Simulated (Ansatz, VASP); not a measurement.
## Sc3AlN4 (ordered alloy, x = 0.75, built in the cubic cell of 8 atoms (invented)): VASP beside Ansatz

Aim: how closely do two programs agree when they are given the same cell, functional and k mesh? The cell is generated by rule, not measured, and may not be a known phase. The cell is taken from a series of runs on this material, whose earlier steps may have relaxed, scaled, displaced or heated it; both programs get it as it stands.

Calculated with Ansatz 0.2.0; plane waves, with VASP 6.6.1 beside it; r2SCAN.

## Step 1: Set-up

It takes space group Pm-3m (No. 221, cubic). Conventional cell: a = 4.414 Å, b = 4.414 Å, c = 4.414 Å, α = 90.00°, β = 90.00°, γ = 90.00°. Sc has 6 N at 2.21 Å nearest. Nearest to Al lie 6 N at 2.21 Å. Nearest to N lie 4 Sc at 2.21 Å and 2 Al at 2.21 Å. Nearest to N lie 6 Sc at 2.21 Å. Farther neighbours and most contacts between anions are not listed.

As a file:

```cif
data_structure
_symmetry_space_group_name_H-M 'Pm-3m'
_symmetry_Int_Tables_number 221
_cell_length_a 4.4137
_cell_length_b 4.4137
_cell_length_c 4.4137
_cell_angle_alpha 90.000
_cell_angle_beta 90.000
_cell_angle_gamma 90.000
_cell_volume 85.98
loop_
_atom_site_label
_atom_site_type_symbol
_atom_site_symmetry_multiplicity
_atom_site_Wyckoff_symbol
_atom_site_fract_x
_atom_site_fract_y
_atom_site_fract_z
_atom_site_occupancy
Sc1 Sc 3 c 0.50000 0.50000 0.00000 1
Al1 Al 1 a 0.00000 0.00000 0.00000 1
N1 N 3 d 0.00000 0.00000 0.50000 1
N2 N 1 b 0.50000 0.50000 0.50000 1
```

## Step 2: Ansatz: relaxation of cell and atoms, r2SCAN

Ansatz runs on its PAW soft_1 files.

The relaxed volume is the usual yardstick between codes: in a stiff, nearly cubic crystal its relative difference is about their pressure difference at one cell divided by the bulk modulus.

input.yaml reads:

```yaml
crystal:
  lattice:
    - [4.4137267348, 0.0, 0.0]
    - [0.0, 4.4137267348, 0.0]
    - [0.0, 0.0, 4.4137267348]
  atoms:
    - { symbol: Sc, position: [0.0, 0.0, 0.5] }
    - { symbol: Sc, position: [0.0, 0.5, 0.0] }
    - { symbol: Sc, position: [0.5, 0.0, 0.0] }
    - { symbol: Al, position: [0.5, 0.5, 0.5] }
    - { symbol: "N", position: [0.5, 0.5, 0.0] }
    - { symbol: "N", position: [0.5, 0.0, 0.5] }
    - { symbol: "N", position: [0.0, 0.5, 0.5] }
    - { symbol: "N", position: [0.0, 0.0, 0.0] }
kpoints:
  mp_grid: { grid: [6, 6, 6] }
hamiltonian:
  xc: r2scan
  pseudopotentials: { kind: paw, azcp: { folder: soft_1 } }
scf:
  occupations: { method: fixed }
output:
  forces: true
  stress: true
  eigenvalues: true
basis:
  ecutwfc: 600.0
relax:
  adjacent_minimum: "off"
  f_tol: 0.001
  max_steps: 60
  cell: { stress_tol: 0.01 }
```

Launch:

```bash
$ ansatz run input.yaml --threads 4 --pin off --max-ram 9216MiB --backend cpu --events-out ev --progress --plain --runs-dir out
```

Numbers of over 12 decimals in the logs are rounded to 6 here.

What it wrote:

```text
Engine: ansatz 0.2.0, x86_64-unknown-linux-gnu
Pseudopotentials: kind: paw
Pseudopotential: Sc, paw, valence charge 11, recommended cutoff 500 eV (meta_gga), soft_1/Sc.paw.azcp
Pseudopotential: Al, paw, valence charge 3, recommended cutoff 500 eV (meta_gga), soft_1/Al.paw.azcp
Pseudopotential: N, paw, valence charge 5, recommended cutoff 500 eV (meta_gga), soft_1/N.paw.azcp
Functional definition: r2SCAN
  parameter k0 = 0.174
  parameter k1 = 0.065
  parameter a1 = 4.9479
  exchange = r2scan_x(k0 = k0, k1 = k1, a1 = a1)
  correlation = r2scan_c
Crystal: 8 atoms, lattice volume = 85.984 Å³
Basis set: ecut = 600 eV, 2897 PW (Γ), exchange–correlation on 144×144×144 points (64 copies of the dense FFT grid, shifted against one another)
Bands: 36, of which v1, the nominal top of the filled ones, is band 28 counted from 1 (27 counted from 0)
Symmetry: 48 space group operations
Space group: Pm-3m (ITA 221), of the structure as read, at distance tolerance 4.4e-5 Å
k-points: 20 of 216
Non-local potential: Sc, projectors of the file, l = 0: 3, l = 1: 2, l = 2: 3, l = 3: 1
Non-local potential: Al, projectors of the file, l = 0: 2, l = 1: 2, l = 2: 1
Non-local potential: N, projectors of the file, l = 0: 2, l = 1: 2, l = 2: 1
PAW form: soft (Blöchl's): semilocal exchange-correlation on the pseudo side does not see the compensation charge
PAW frozen core: Sc, regenerated for the run's functional (the file was generated under x = pbe(κ = 0.804, μ = 0.219515), c = pbe(β = 0.066725))
PAW frozen core: Al, regenerated for the run's functional (the file was generated under x = pbe(κ = 0.804, μ = 0.219515), c = pbe(β = 0.066725))
PAW frozen core: N, regenerated for the run's functional (the file was generated under x = pbe(κ = 0.804, μ = 0.219515), c = pbe(β = 0.066725))
PAW one-centre angular grid: Sc, 590 points (default); XC on 224 Gauss nodes
PAW one-centre angular grid: Al, 302 points (default); XC on 160 Gauss nodes
PAW one-centre angular grid: N, 302 points (default); XC on 160 Gauss nodes
Initial density: superposition of atomic densities (chi_scale 0.1, normalization cell, long waves kept (reshape's long-wave potential 0.01 eV rms))
Initial wavefunctions: pseudopotential atomic-orbital guess
Functional: x = r2scan, c = r2scan; τ floored in thin density (d = 2e-4 eV/Å³)
SCF iter   1: F=—  HF=-8517.213537 eV  |F-HF|=—  |Δ(HF+E_count)|=         —  Δρ=8.00e-2  dr2=7.81e0  dr2_τ=1.03e0  ethr=3.10e-3  ⟨swp⟩=3.4  Hψ=2431  notcnv=0  defer=73
preconditioner: auto → Resta (q_TF=auto, 2.540 Å⁻¹)  ε∞=3.4  [insulator: Δε(μ)=1.309 eV  Ē_g=18.126 eV  n_scr=26 (ndim 8)  ℏωp=28.3 eV  f_vac=0.000  ε∞_Penn≈3.4]
SCF iter   2: F=—  HF=-8516.330157 eV  |F-HF|=—  |Δ(HF+E_count)|=   8.83e-1  Δρ=3.98e-2  dr2=1.23e0  dr2_τ=2.26e-1  ethr=3.10e-3  ⟨swp⟩=2.2  Hψ=1311  notcnv=0  defer=93
SCF iter   3: F=—  HF=-8516.331007 eV  |F-HF|=—  |Δ(HF+E_count)|=   8.50e-4  Δρ=1.99e-2  dr2=3.94e-1  dr2_τ=1.70e-2  ethr=2.19e-3  ⟨swp⟩=2.1  Hψ=999  notcnv=0  defer=84
SCF iter   4: F=—  HF=-8516.325678 eV  |F-HF|=—  |Δ(HF+E_count)|=   5.33e-3  Δρ=3.72e-3  dr2=9.52e-3  dr2_τ=1.01e-3  ethr=7.03e-4  ⟨swp⟩=2.4  Hψ=1155  notcnv=0  defer=100
SCF iter   5: F=—  HF=-8516.326816 eV  |F-HF|=—  |Δ(HF+E_count)|=   1.14e-3  Δρ=1.24e-3  dr2=1.17e-3  dr2_τ=2.01e-4  ethr=1.70e-5  ⟨swp⟩=2.1  Hψ=1119  notcnv=0  defer=110
SCF iter   6: F=—  HF=-8516.326819 eV  |F-HF|=—  |Δ(HF+E_count)|=   2.97e-6  Δρ=4.18e-4  dr2=1.02e-4  dr2_τ=1.63e-5  ethr=2.09e-6  ⟨swp⟩=2.0  Hψ=1014  notcnv=0  defer=106
SCF iter   7: F=—  HF=-8516.326900 eV  |F-HF|=—  |Δ(HF+E_count)|=   8.14e-5  Δρ=1.08e-4  dr2=7.78e-6  dr2_τ=2.35e-7  ethr=1.83e-7  ⟨swp⟩=2.0  Hψ=984  notcnv=0  defer=73
SCF iter   8: F=—  HF=-8516.326909 eV  |F-HF|=—  |Δ(HF+E_count)|=   8.89e-6  Δρ=1.15e-5  dr2=1.08e-7  dr2_τ=3.58e-9  ethr=1.39e-8  ⟨swp⟩=2.0  Hψ=1006  notcnv=0  defer=68
SCF iter   9: F=-8516.326909 eV  HF=-8516.326909 eV  |F-HF|=2.62e-10  |Δ(HF+E_count)|=   1.16e-7  Δρ=1.39e-6  dr2=1.63e-9  dr2_τ=5.33e-11  ethr=1.79e-10  ⟨swp⟩=11.2  Hψ=3377  notcnv=0
SCF 1 converged in 9 iterations: F = -8516.326909 eV  dr2 = 1.63e-9
  greatest PAW one-centre occupation: 0.998 electrons in one spin orbital (limit 2), on the Sc atom at site 2 (counted from 0), in its partial waves of l = 0
relax step   1: F+E_penalty+E_count = -8516.32690913 eV  Δ(F+E_penalty+E_count) = +0.000e0 eV  max|allowed force component| = 7.497e-29 eV/Å  Δτ_max = 0.0000 Å  P = +0.008 GPa  Ω = 85.984 Å³  (9 SCF iters, dr2 threshold 1.00e-7 eV, accepted)
Initial density: handed on by an earlier stage of this run
Initial wavefunctions: pseudopotential atomic-orbital guess (no wavefunctions were taken with the density)
iter 1 solved again at ethr=5.43e-9 eV; its pass at ethr=3.10e-3 eV (dr2=3.04e-6 eV) is discarded
SCF iter   1: F=—  HF=-8516.326909 eV  |F-HF|=—  |Δ(HF+E_count)|=         —  Δρ=1.39e-6  dr2=1.64e-9  dr2_τ=5.28e-11  ethr=5.43e-9  ⟨swp⟩=3.0  Hψ=4442  notcnv=0  defer=111
preconditioner: auto → Resta (q_TF=auto, 2.540 Å⁻¹)  ε∞=3.5  [insulator: Δε(μ)=0.809 eV  Ē_g=17.882 eV  n_scr=26 (ndim 8)  ℏωp=28.3 eV  f_vac=0.000  ε∞_Penn≈3.5]
SCF iter   2: F=—  HF=-8516.326909 eV  |F-HF|=—  |Δ(HF+E_count)|=  9.77e-10  Δρ=8.64e-7  dr2=4.94e-10  dr2_τ=3.89e-11  ethr=2.93e-12  ⟨swp⟩=2.2  Hψ=944  notcnv=0  defer=111
SCF iter   3: F=—  HF=-8516.326909 eV  |F-HF|=—  |Δ(HF+E_count)|=  3.26e-10  Δρ=4.44e-7  dr2=1.86e-10  dr2_τ=2.14e-11  ethr=1.00e-12  ⟨swp⟩=2.0  Hψ=916  notcnv=0  defer=111
SCF iter   4: F=-8516.326909 eV  HF=-8516.326909 eV  |F-HF|=1.82e-12  |Δ(HF+E_count)|=  5.09e-11  Δρ=4.41e-8  dr2=1.13e-12  dr2_τ=1.45e-13  ethr=1.00e-12  ⟨swp⟩=11.0  Hψ=4154  notcnv=0
SCF 2 converged in 4 iterations: F = -8516.326909 eV  dr2 = 1.13e-12
  greatest PAW one-centre occupation: 0.998 electrons in one spin orbital (limit 2), on the Sc atom at site 1 (counted from 0), in its partial waves of l = 0
relax step   2: F+E_penalty+E_count = -8516.32690913 eV  Δ(F+E_penalty+E_count) = -4.256e-10 eV  max|allowed force component| = 6.242e-29 eV/Å  Δτ_max = 0.0000 Å  P = +0.008 GPa  Ω = 85.984 Å³  stress off target by 8.18e-3 GPa  SCF on the basis re-selected at this cell (its energy is not comparable with the rows above)  (4 SCF iters)
basis re-selected at this cell: Δ(F+E_penalty+E_count) = -4.256e-10 eV, ΔP = +0.000 GPa vs the last step (what re-selecting the basis moved, of the pressure what is left beyond the Pulay correction that the steps carried, after the strain that the cell walked since its last selection, with what the two solves' SCF thresholds leave and, on support functions, any second-order correction that the steps lacked; it is no  [...]
SCF converged after 4 iterations
Free energy (F): -8516.326909 eV
Harris-Foulkes:  -8516.326909 eV  (|F-HF|=1.82e-12)
Internal energy: -8516.326909 eV  (E = F + TS)
E sigma→0 (E₀):  -8516.326909 eV
Fermi energy:    11.984738 eV
--- Per-component energies (eV) ---
  E_band       = -306.738760
  E_kinetic    = 1174.120333
  E_local      = -2758.076926  (includes V_loc(G=0)·N_el)
  E_nonlocal   = 562.324380
  E_hartree    = 1006.241995
  E_xc         = -525.497117
  E_vxc        = -721.576516  (∫ρ·V_xc dr)
  E_paw        = -3986.969606  (= ΣΔE_a)
  E_vpaw       = -619.208565  (= ΣTr[D̂ρ^β])
  E_aug_tail   = 0.000106  (compensation charges beyond the density's cutoff)
  E_vtau       = 43.194472  (kinetic-family band-sum trace: ∫τ·v_τ [+ j·A + Jᵃ·Aᵃ] dr)
  E_ewald      = -3987.576233
  E_core_change = -0.893841  (= ΣΔE_core)
  E_smearing   = -0.000000  (= −TS)
  E_closure    = 0.000000  (closes the sum)
  Σ components = -8516.326909   (vs F -8516.326909, Δ=0.00e0)
--- Forces (eV/Å), atoms counted from 1 ---
  atom   1  Sc     0.00000000     0.00000000    -0.00000000
  atom   2  Sc     0.00000000    -0.00000000    -0.00000000
  atom   3  Sc     0.00000000    -0.00000000     0.00000000
  atom   4  Al     0.00000000    -0.00000000     0.00000000
  atom   5  N      0.00000000    -0.00000000     0.00000000
  atom   6  N      0.00000000    -0.00000000    -0.00000000
  atom   7  N      0.00000000     0.00000000    -0.00000000
  atom   8  N     -0.00000000    -0.00000000    -0.00000000
  max |Σ_I F_I| component: 3.77e-28 eV/Å
--- Stress (GPa, compression-positive) ---
        0.008177      -0.000000       0.000000
       -0.000000       0.008177       0.000000
        0.000000       0.000000       0.008177
  P = ⅓ Tr σ = 0.0082 GPa (0.082 kbar)
--- Band table (eV; the first three rows and the last of 20) ---
  k-point 0: bands = [... 24 lower, 11.1048, 11.9847, 11.9847, 11.9847, 12.7939, 12.7939, 12.7939, 14.2324, ... 4 higher]
  k-point 1: bands = [... 24 lower, 10.9302, 10.9825, 11.7555, 11.7555, 12.9075, 13.5959, 13.5959, 14.9375, ... 4 higher]
  k-point 2: bands = [... 24 lower, 10.8366, 10.8366, 11.4255, 11.4255, 13.1959, 15.0283, 15.0283, 15.0770, ... 4 higher]
  k-point 19: bands = [... 24 lower, 9.2188, 9.2188, 10.4337, 10.4337, 17.1986, 17.4470, 17.4470, 17.4470, ... 4 higher]
--- Relaxed structure (1 steps of the walk, 1 accepted, 1 SCFs on fresh bases) ---
  F+E_penalty+E_count = -8516.32690913 eV   max|allowed force component| = 6.242e-29 eV/Å   (the final SCF, on the basis selected at the relaxed cell)
  cell:  # Å, volume = 85.9837 Å³
    - [4.4137267348, 0.0, 0.0]
    - [0.0, 4.4137267348, 0.0]
    - [0.0, 0.0, 4.4137267348]
  atoms:
    - { symbol: Sc, position: [0.0, 0.0, 0.500000] }
    - { symbol: Sc, position: [0.0, 0.500000, 0.0] }
    - { symbol: Sc, position: [0.500000, 0.0, 0.0] }
    - { symbol: Al, position: [0.500000, 0.500000, 0.500000] }
    - { symbol: N, position: [0.500000, 0.500000, 0.0] }
    - { symbol: N, position: [0.500000, 0.0, 0.500000] }
    - { symbol: N, position: [0.0, 0.500000, 0.500000] }
    - { symbol: N, position: [0.0, 0.0, 0.0] }
```

(Continued in part 2 of 2.)

[Lines on the potential files, build, host, timing and source positions are cut from VASP's logs without a mark.]

[Logs are printed without paths, hosts, clocks, repeated set-up lines and the standing remarks that a program may print on its own settings, such as how far it seeks lower states.]

[Hosts, paths, dates, database ids (printed as entryN), source tags and the programs' standing remarks are cut or masked in the printed files.]
